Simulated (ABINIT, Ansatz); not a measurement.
# SiC (Moissanite 3C): from Born charge to LO-TO splitting

Wanted: the LO mode of SiC (Moissanite 3C) from the TO mode and the field response.

Calculated with ABINIT 10.8.3; DFT LDA, scalar-relativistic, plane waves, PseudoDojo norm-conserving pseudopotentials.

## (1) Set-up

It takes space group F-43m (No. 216, cubic). Conventional cell: a = 4.326 Å, b = 4.326 Å, c = 4.326 Å, α = 90.00°, β = 90.00°, γ = 90.00°. Si has 4 C at 1.87 Å nearest. Nearest to C lie 4 Si at 1.87 Å. Farther neighbours are not listed.

This is the cell after its relaxation at this level of theory, not the database cell from which that began.

## (2) What the response run gave

A linear-response run on the relaxed cell, with the response to an electric field; only its zone-centre results are used. Cutoff 37 Ha, k mesh 12×12×12.

Numbers of over 12 decimals in the logs are rounded to 6 here.

Output:

```text
[banners, grids, parts of the stress and lines that vanish by symmetry left out]
- input  file    -> dfpt_gamma.abi
- output file    -> dfpt_gamma.abo
- root for input  files -> dfpt_gammai
[...]
DATASET    1 : space group F-4 3 m (#216); Bravais cF (face-center cubic)
[...]
nfft =       32768          nkpt =         868
[...]
DATASET    2 : space group F-4 3 m (#216); Bravais cF (face-center cubic)
[...]
nfft =       32768          nkpt =         868
[...]
== DATASET  1 ==================================================================
[...]
cutoff_energies: {ecut:  37.0, pawecutdg:  -1.0, }
[...]
-  6.00000   4.00000  180309                  znucl, zion, pspdat
[...]
Perturbation : derivative vs k along direction   1
[...]
-ETOT  1  -14.003884249479     -1.400E+01 4.218E+01 0.000E+00
 ETOT  2  -14.048685701274     -4.480E-02 2.064E+00 0.000E+00
 ETOT  3  -14.048993120267     -3.074E-04 5.414E-04 0.000E+00
 ETOT  4  -14.048995901238     -2.781E-06 4.837E-06 0.000E+00
 ETOT  5  -14.048995929836     -2.860E-08 4.257E-09 0.000E+00
[...]
At SCF step   12   max residual=  9.96E-21 < tolwfr=  1.00E-20 =>converged.
[...]
Perturbation : derivative vs k along direction   2
[...]
-ETOT  1  -14.003894315854     -1.400E+01 4.218E+01 0.000E+00
[...]
At SCF step   12   max residual=  9.97E-21 < tolwfr=  1.00E-20 =>converged.
[...]
Perturbation : derivative vs k along direction   3
[...]
-ETOT  1  -14.003884247545     -1.400E+01 4.218E+01 0.000E+00
[...]
At SCF step   12   max residual=  9.95E-21 < tolwfr=  1.00E-20 =>converged.
[...]
1        1       1.9233679713   -0.0000000000
     1        2       0.9616839856   -0.0000000000
     1        3       0.9616839857    0.0000000000
     2        1       0.9616839856   -0.0000000000
     2        2       1.9233679713   -0.0000000000
     2        3       0.9616839857   -0.0000000000
     3        1       0.9616839857    0.0000000000
     3        2       0.9616839857   -0.0000000000
     3        3       1.9233679713   -0.0000000000
[...]
== DATASET  2 ==================================================================
[...]
cutoff_energies: {ecut:  37.0, pawecutdg:  -1.0, }
[...]
Perturbation : displacement of atom   1   along direction   1
[...]
-ETOT  1   6.888031     -4.532E+01 4.269E-01 2.755E+02
[...]
At SCF step    8       vres2   =  6.64E-11 < tolvrs=  1.00E-10 =>converged.
[...]
At SCF step    9       vres2   =  6.73E-13 < tolvrs=  1.00E-10 =>converged.
[...]
-ETOT  1   1.849464     -6.008E+00 6.422E+01 1.955E+03
[...]
ETOT  8   1.318929     -3.615E-12 8.701E-14 5.636E-10
 ETOT  9   1.318929     -1.785E-13 3.073E-15 6.250E-13
 At SCF step    9       vres2   =  6.25E-13 < tolvrs=  1.00E-10 =>converged.
[...]
Dielectric tensor, in cartesian coordinates,
[...]
1    4   1    4         6.8798453163        -0.0000000000
   1    4   2    4         0.0000000000        -0.0000000000
   1    4   3    4         0.0000000000        -0.0000000000
   2    4   1    4         0.0000000000        -0.0000000000
   2    4   2    4         6.8798453163        -0.0000000000
   2    4   3    4         0.0000000000        -0.0000000000
   3    4   1    4         0.0000000000        -0.0000000000
   3    4   2    4         0.0000000000        -0.0000000000
   3    4   3    4         6.8798453163        -0.0000000000
  Effective charges, in cartesian coordinates,
[...]
1    1   1    4         2.7217984893         0.0000000000
   2    1   1    4         0.0000000000         0.0000000000
   3    1   1    4        -0.0000000000         0.0000000000
   1    2   1    4        -2.7234009770         0.0000000000
   2    2   1    4         0.0000000000         0.0000000000
[...]
Effective charges, in cartesian coordinates,
[...]
Rigid-atom elastic tensor , in cartesian coordinates,
[...]
Rigid-atom proper piezoelectric tensor, in cartesian coordinates,
[...]
2    4   2    6        -0.0158214977         0.0000000000
   2    4   3    6        -0.0000000000         0.0000000000
   3    4   1    5        -0.0000000000         0.0000000000
   3    4   2    5         0.0000000000         0.0000000000
   3    4   3    5         0.0000000000         0.0000000000
   3    4   1    6         0.0000000000         0.0000000000
   3    4   2    6         0.0000000000         0.0000000000
   3    4   3    6        -0.0158214976         0.0000000000
  Phonon wavevector (reduced coordinates) :  0.00000  0.00000  0.00000
 Phonon energies in Hartree :
[...]
Phonon frequencies in cm-1    :
-  4.378126E-01  4.378127E-01  4.378130E-01  7.979960E+02  7.979960E+02
-  7.979960E+02
  Phonon at Gamma, with non-analyticity in the
[...]
Phonon energies in Hartree :
[...]
Phonon frequencies in cm-1    :
-  4.378126E-01  4.378127E-01  4.547907E-01  7.979960E+02  7.979960E+02
-  9.738052E+02
  Phonon at Gamma, with non-analyticity in the
[...]
Phonon energies in Hartree :
[...]
Phonon frequencies in cm-1    :
-  4.378126E-01  4.378130E-01  4.547904E-01  7.979960E+02  7.979960E+02
-  9.738052E+02
  Phonon at Gamma, with non-analyticity in the
[...]
Phonon energies in Hartree :
[...]
Phonon frequencies in cm-1    :
-  4.378127E-01  4.378130E-01  4.547903E-01  7.979960E+02  7.979960E+02
-  9.738052E+02
[...]
fcart2     0.0000000000E+00  0.0000000000E+00  0.0000000000E+00
           strten2     0.0000000000E+00  0.0000000000E+00  0.0000000000E+00
================================================================================
```

```tsv
quantity	value
cell volume Ω (Å³)	20.235
mass of Si (u)	28.085
mass of C (u)	12.011
Born charge of Si, raw (e)	2.722
Born charge of C, raw (e)	-2.723
ε∞	6.880
ω(TO) after the sum rule (cm⁻¹)	798.0
```

## (3) The calculation

The charges must sum to zero over the cell; taking off their mean, -0.001 e, leaves Z* = 2.723 e on Si. In the polar mode Si moves against C, so the reduced mass is μ = 28.09 × 12.01 / 40.10 = 8.413 u.

A longitudinal wave builds up a field that adds to the restoring force: ω(LO)² = ω(TO)² + 4π Z*² / (μ Ω ε∞), in Hartree atomic units. With μ = 15336 electron masses and Ω = 136.55 bohr³ the second term is 6.4653e-06 Ha², or 311429 cm⁻² (1 Ha = 219474.6 cm⁻¹).

So ω(LO) = √(636804 + 311429) = 973.8 cm⁻¹, and by the Lyddane-Sachs-Teller relation ε₀ = ε∞ (ω(LO)/ω(TO))² = 10.24.

## (4) Check against the program

The analysis program adds the same non-analytic term to the full matrix.

Output:

```text
[banners, grids, parts of the stress and lines that vanish by symmetry left out]
-outvars_anaddb: echo values of input variables ----------------------

 Flags :
[...]
Dielectric Tensor and Effective Charges
[...]
Effective charge tensors after
[...]
Phonon wavevector (reduced coordinates) :  0.00000  0.00000  0.00000
 Phonon energies in Hartree :
[...]
Phonon energies in meV     :
-  0.000000E+00  0.000000E+00  0.000000E+00  9.893885E+01  9.893885E+01
-  9.893885E+01
 Phonon frequencies in cm-1    :
-  0.000000E+00  0.000000E+00  0.000000E+00  7.979957E+02  7.979957E+02
-  7.979957E+02
 Phonon frequencies in Thz     :
-  0.000000E+00  0.000000E+00  0.000000E+00  2.392331E+01  2.392331E+01
-  2.392331E+01
 Phonon energies in Kelvin  :
-  0.000000E+00  0.000000E+00  0.000000E+00  1.148138E+03  1.148138E+03
-  1.148138E+03
[...]
-  1  0.00000000E+00  1.30686419E-06 -3.69884953E-03
-     0.00000000E+00  0.00000000E+00  0.00000000E+00
-  2  0.00000000E+00  1.30686444E-06 -3.69885024E-03
-     0.00000000E+00  0.00000000E+00  0.00000000E+00
[...]
-  1  0.00000000E+00  3.69884953E-03  1.30686419E-06
-     0.00000000E+00  0.00000000E+00  0.00000000E+00
-  2  0.00000000E+00  3.69885024E-03  1.30686444E-06
-     0.00000000E+00  0.00000000E+00  0.00000000E+00
[...]
-  1  3.69884976E-03  0.00000000E+00  0.00000000E+00
-     0.00000000E+00  0.00000000E+00  0.00000000E+00
-  2  3.69885048E-03  0.00000000E+00  0.00000000E+00
-     0.00000000E+00  0.00000000E+00  0.00000000E+00
[...]
-  1  2.54143070E-07  1.33978272E-07  2.41888530E-03
-     0.00000000E+00  0.00000000E+00  0.00000000E+00
-  2 -5.94266406E-07 -3.13283327E-07 -5.65611440E-03
-     0.00000000E+00  0.00000000E+00  0.00000000E+00
[...]
-  1  5.61162755E-07  2.41888525E-03 -1.34037229E-07
-     0.00000000E+00  0.00000000E+00  0.00000000E+00
-  2 -1.31217496E-06 -5.65611428E-03  3.13421185E-07
-     0.00000000E+00  0.00000000E+00  0.00000000E+00
[...]
-  1  2.41888524E-03 -5.61176833E-07 -2.54111981E-07
-     0.00000000E+00  0.00000000E+00  0.00000000E+00
-  2 -5.65611426E-03  1.31220788E-06  5.94193710E-07
-     0.00000000E+00  0.00000000E+00  0.00000000E+00
[...]
-     1         -0.000000    -0.000000     0.000000     0.000000
-     2         -0.000000    -0.000000    -0.000000     0.000000
-     3         -0.000000     0.000000     0.000000     0.000000
-     4          0.000375     0.000198     3.573844     3.573844
-     5          0.000829     3.573844    -0.000198     3.573844
-     6          3.573844    -0.000829    -0.000375     3.573844
[...]
-   1     Real    0.0000E+00  0.0000E+00  0.0000E+00  0.0000E+00  0.0000E+00  0.0000E+00  0.0000E+00
[...]
-  1  0.00000000E+00  1.30316952E-06 -3.69884953E-03
-     0.00000000E+00  0.00000000E+00  0.00000000E+00
-  2  0.00000000E+00  1.30316977E-06 -3.69885025E-03
-     0.00000000E+00  0.00000000E+00  0.00000000E+00
[...]
Phonon at Gamma, with non-analyticity in the
[...]
Phonon energies in Hartree :
[...]
Phonon energies in meV     :
-  0.000000E+00  0.000000E+00  0.000000E+00  9.893885E+01  9.893885E+01
-  1.207318E+02
 Phonon frequencies in cm-1    :
-  0.000000E+00  0.000000E+00  0.000000E+00  7.979957E+02  7.979957E+02
-  9.737673E+02
 Phonon frequencies in Thz     :
-  0.000000E+00  0.000000E+00  0.000000E+00  2.392331E+01  2.392331E+01
-  2.919281E+01
 Phonon energies in Kelvin  :
-  0.000000E+00  0.000000E+00  0.000000E+00  1.148138E+03  1.148138E+03
-  1.401034E+03
[...]
Phonon at Gamma, with non-analyticity in the
[...]
Phonon energies in Hartree :
[...]
Phonon energies in meV     :
-  0.000000E+00  0.000000E+00  0.000000E+00  9.893885E+01  9.893885E+01
-  1.207318E+02
 Phonon frequencies in cm-1    :
-  0.000000E+00  0.000000E+00  0.000000E+00  7.979957E+02  7.979957E+02
-  9.737673E+02
 Phonon frequencies in Thz     :
-  0.000000E+00  0.000000E+00  0.000000E+00  2.392331E+01  2.392331E+01
-  2.919281E+01
 Phonon energies in Kelvin  :
-  0.000000E+00  0.000000E+00  0.000000E+00  1.148138E+03  1.148138E+03
-  1.401034E+03
[...]
-  1  7.96205502E-06 -3.69878462E-03 -2.04614646E-05
-     0.00000000E+00  0.00000000E+00  0.00000000E+00
-  2  7.96213527E-06 -3.69878526E-03 -2.04613899E-05
-     0.00000000E+00  0.00000000E+00  0.00000000E+00
[...]
-  1  3.69883720E-03  7.93181874E-06  5.49477723E-06
-     0.00000000E+00  0.00000000E+00  0.00000000E+00
-  2  3.69883783E-03  7.93174154E-06  5.49469957E-06
-     0.00000000E+00  0.00000000E+00  0.00000000E+00
[...]
-  1  4.58059705E-04  1.43474269E-03 -1.89280240E-03
-     0.00000000E+00  0.00000000E+00  0.00000000E+00
-  2 -1.07108762E-03 -3.35487953E-03  4.42596715E-03
-     0.00000000E+00  0.00000000E+00  0.00000000E+00
[...]
-  1  1.92115905E-03 -1.35727087E-03 -5.63888185E-04
-     0.00000000E+00  0.00000000E+00  0.00000000E+00
-  2 -4.49227392E-03  3.17372605E-03  1.31854788E-03
-     0.00000000E+00  0.00000000E+00  0.00000000E+00
[...]
Direction                     Dielectric constant
[...]
Elastic Tensor (clamped ion) (unit:10^2GP):
[...]
Elastic Tensor (relaxed ion) (unit:10^2GP):
[...]
Calculation of the tensor related to piezoelectric effetc
[...]
Proper piezoelectric constants (clamped ion) (unit:c/m^2)
[...]
Proper piezoelectric constants (relaxed ion) (unit:c/m^2)
[...]
0.00000000      0.04254434     -0.00000000
     -0.00000000     -0.00000000      0.04254431
-
```

```tsv
quantity	by hand	program
ω(LO) (cm⁻¹)	973.8	973.8
ε₀	10.24	10.24
```

## (5) Results

- TO mode: 798 cm⁻¹
- LO mode: 973.8 cm⁻¹
- static dielectric constant: 10.24

The LO mode of SiC (Moissanite 3C) lies at 974 cm⁻¹, 176 cm⁻¹ above the TO mode; the formula meets the program within 0.1 cm⁻¹, as it must for a cubic crystal with one polar mode. ω(LO)² − ω(TO)² goes with Z*²/ε∞: an error of 5 % in ε∞ would move the LO mode by 7.6 cm⁻¹, and semilocal functionals tend to overestimate ε∞. These are harmonic values at zero temperature, at the volume of this functional, for the structure held cubic; stability elsewhere in the zone is no part of this calculation.

[Host names and launcher messages were left out of these logs when they were recorded.]

[Logs are printed without paths, hosts, clocks, repeated set-up lines and the standing remarks that a program may print on its own settings, such as how far it seeks lower states.]

[Hosts, paths, dates, database ids (printed as entryN), source tags and the programs' standing remarks are cut or masked in the printed files.]
